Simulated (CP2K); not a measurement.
# TiSi2 (Cmcm) in CP2K: notebook, part 2 of 2

CP2K 2026.2.

**3. Single point, PBE+D2**

tisi2_scf.inp reads:

```
&GLOBAL
  PROJECT tisi2_scf
  RUN_TYPE ENERGY_FORCE
  PRINT_LEVEL LOW
&END GLOBAL
&FORCE_EVAL
  METHOD QS
  STRESS_TENSOR ANALYTICAL
  &DFT
    BASIS_SET_FILE_NAME BASIS_MOLOPT_UZH
    POTENTIAL_FILE_NAME POTENTIAL_UZH
    &MGRID
      CUTOFF 450
      REL_CUTOFF 60
      NGRIDS 5
    &END MGRID
    &QS
      METHOD GPW
      EPS_DEFAULT 1.0E-10
    &END QS
    &KPOINTS
      SCHEME MONKHORST-PACK 8 8 8
      GAMMA_CENTERED T
      SYMMETRY T
      SYMMETRY_BACKEND SPGLIB
    &END KPOINTS
    &SCF
      SCF_GUESS ATOMIC
      EPS_SCF 1.0E-6
      MAX_SCF 100
      ADDED_MOS 24
      CHOLESKY OFF
      EPS_EIGVAL 1.0E-7
      &DIAGONALIZATION ON
        ALGORITHM STANDARD
      &END DIAGONALIZATION
      &MIXING ON
        METHOD BROYDEN_MIXING
        ALPHA 0.4
        BETA 1.5
        NBUFFER 8
      &END MIXING
      &SMEAR ON
        METHOD FERMI_DIRAC
        ELECTRONIC_TEMPERATURE 580.23
      &END SMEAR
    &END SCF
    &XC
      &XC_FUNCTIONAL PBE
      &END XC_FUNCTIONAL
      &VDW_POTENTIAL
        POTENTIAL_TYPE PAIR_POTENTIAL
        &PAIR_POTENTIAL
          TYPE DFTD2
          REFERENCE_FUNCTIONAL PBE
          R_CUTOFF 20
        &END PAIR_POTENTIAL
      &END VDW_POTENTIAL
    &END XC
    &PRINT
      &KPOINTS ON
      &END KPOINTS
      &MULLIKEN ON
      &END MULLIKEN
      &MO ON
        ENERGIES T
        OCCUPATION_NUMBERS T
        &EACH
          QS_SCF 0
        &END EACH
        ADD_LAST NUMERIC
      &END MO
    &END PRINT
  &END DFT
  &SUBSYS
    &CELL
      A 6.9859489419 0.0000000000 0.0000000000
      B -6.0939883006 3.4156681940 0.0000000000
      C 0.0000000000 0.0000000000 3.5651739700
      PERIODIC XYZ
    &END CELL
    &COORD
      Ti  -4.7452102856 3.0634510479 0.8912934925
      Ti  5.6371709269 0.3522171461 2.6738804775
      Si  3.7200824571 0.8528417278 0.8912934925
      Si  -2.8281218158 2.5628264662 2.6738804775
      Si  -0.3159449896 1.9068017220 0.8912934925
      Si  1.2079056309 1.5088664720 2.6738804775
    &END COORD
    &KIND Ti
      BASIS_SET DZVP-MOLOPT-PBE-GTH-q12
      POTENTIAL GTH-PBE-q12
    &END KIND
    &KIND Si
      BASIS_SET DZVP-MOLOPT-PBE-GTH-q4
      POTENTIAL GTH-PBE-q4
    &END KIND
    &PRINT
      &ATOMIC_COORDINATES ON
      &END ATOMIC_COORDINATES
      &CELL ON
      &END CELL
    &END PRINT
  &END SUBSYS
  &PRINT
    &FORCES ON
    &END FORCES
    &STRESS_TENSOR ON
    &END STRESS_TENSOR
  &END PRINT
&END FORCE_EVAL
```

Potentials or basis: POTENTIAL_UZH Ti GTH-PBE-q12, Si GTH-PBE-q4; DZVP-MOLOPT-PBE-GTH basis.

Command:

```bash
OMP_NUM_THREADS=1 cp2k.psmp -i tisi2_scf.inp -o tisi2_scf.out
```

tisi2_scf.out:

```text

 CP2K| version string:                                       CP2K version 2026.2
 CP2K| Input file name                                             tisi2_scf.inp

 GLOBAL| Force Environment number                                              1
 GLOBAL| Basis set file name                                    BASIS_MOLOPT_UZH
 GLOBAL| Potential file name                                       POTENTIAL_UZH
 GLOBAL| MM Potential file name                                     MM_POTENTIAL
 GLOBAL| Coordinate file name                                      __STD_INPUT__
 GLOBAL| Method name                                                        CP2K
 GLOBAL| Project name                                                  tisi2_scf
 GLOBAL| Run type                                                   ENERGY_FORCE
 GLOBAL| FFT library                                                       FFTW3
 GLOBAL| Diagonalization library                                       ScaLAPACK
 GLOBAL| Cholesky decomposition library                                ScaLAPACK
 GLOBAL| DGEMM library                                                      BLAS
 GLOBAL| Direct generalized diagonalization requested                          F
[... 903 lines left out ...]

 ENERGY| Total FORCE_EVAL ( QS ) energy [hartree]           -132.057727106445100

 FORCES| Atomic forces [hartree/bohr]
 FORCES|   Atom     x               y               z               |f|
 FORCES|      1  9.28921264E-04 -2.42620397E-04 -4.98076066E-04   1.08159102E-03
 FORCES|      2 -9.28939891E-04  2.42628251E-04  4.98076545E-04   1.08160900E-03
 FORCES|      3  1.53758508E-04 -4.01326923E-05 -3.49017179E-08   1.58909764E-04
 FORCES|      4 -1.53749157E-04  4.01369957E-05  3.47480448E-08   1.58901803E-04
 FORCES|      5 -1.20441501E-03  3.14562846E-04 -2.49409063E-07   1.24481539E-03
 FORCES|      6  1.20442428E-03 -3.14575002E-04  2.49093409E-07   1.24482743E-03
 FORCES| Sum    -7.47123392E-12  1.85896676E-12  9.63226815E-12
 FORCES| Total atomic force                                       1.23310861E-11

 STRESS| Analytical stress tensor [bar]
 STRESS|                        x                   y                   z
 STRESS|      x       -1.33896499446E+04  -2.29078973749E+03   5.67090798584E-01
 STRESS|      y       -2.29078973749E+03  -2.15649533377E+04  -1.48086910966E-01
 STRESS|      z        5.67090798584E-01  -1.48086910966E-01  -2.27583534894E+04
 STRESS| 1/3 Trace                                            -1.92376522572E+04
 STRESS| Determinant                                          -6.45198088621E+12

 STRESS| Eigenvectors and eigenvalues of the analytical stress tensor [bar]
 STRESS|                        1                   2                   3
 STRESS| Eigenvalues  -2.27583535239E+04  -2.21630901568E+04  -1.27915130910E+04
 STRESS|      x          -0.000056891330      0.252635239266      0.967561591137
 STRESS|      y           0.000014882547      0.967561592810     -0.252635238827
 STRESS|      z           0.999999998271     -0.000000027026      0.000058805722
```

Wall time 4.1 min (1 thread of Intel Xeon Platinum 8488C (Sapphire Rapids), shared host); peak memory 0.71 GiB.

What came out:

| Item | Value |
| --- | --- |
| Free energy | -3593.4735 eV |
| Pressure | -1.9 GPa |
| Largest force | 0.064 eV/Å |
| Band gap on the k mesh | none (metal or under the smearing width) |
| Mulliken charges | Ti -0.30; Si +0.12, +0.18 e |

Forces on the atoms (eV/Å):
```
Ti   0.048 -0.012 -0.026
Ti  -0.048  0.012  0.026
Si   0.008 -0.002  0.000
Si  -0.008  0.002  0.000
Si  -0.062  0.016  0.000
Si   0.062 -0.016  0.000
```

Caveat: Mulliken charges move with the basis; the basis of atomic orbitals isn't converged, which shifts pressures, moduli and gaps; pairwise dispersion overbinds metals, which lowers pressure and volume.
